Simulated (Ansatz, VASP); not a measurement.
## Ni3O in VASP and in Ansatz

```
Ni O
1.0
    -2.24796    2.24796    2.24796
     2.24796   -2.24796    2.24796
     2.24796    2.24796   -2.24796
Ni O
3 1
Cartesian
  2.2480 0.0000 0.0000
  0.0000 2.2480 0.0000
  0.0000 0.0000 2.2480
  0.0000 0.0000 0.0000
```

Alike in both runs: functional PBE; k mesh 6 × 6 × 6; occupations gaussian, width 0.1 eV; collinear spin.

Ansatz relaxed the structure, and its values are those at the end. VASP's run is a single point on that final structure, the one shown.

```csv
,VASP,Ansatz
version,VASP 6.6.1,Ansatz 0.2.0
potentials or method,"VASP PAW PBE potentials, release 64 (Ni, O)","scalar-relativistic, plane waves, PAW"
plane-wave cutoff (eV),520,420
valence electrons in the cell,36,60
```

```csv
,VASP,Ansatz,Ansatz less VASP
gap on the k mesh at the Fermi level (eV),none,none,-
pressure (GPa),-0.5,-0.1,+0.35
net moment per atom (μB),0.47,0.49,+0.019
size of the moment on the site where the two differ most (μB),0.61,0.65,+0.038
```

Site moments also hang on the region over which each program counts them. A gap of «none» marks a metal or a gap that the smearing closes. The two sets of potentials don't hold the same shells in valence.

Caveats: semilocal functionals often make such compounds metallic where correlation or magnetic order opens a gap, which also shifts bond lengths.
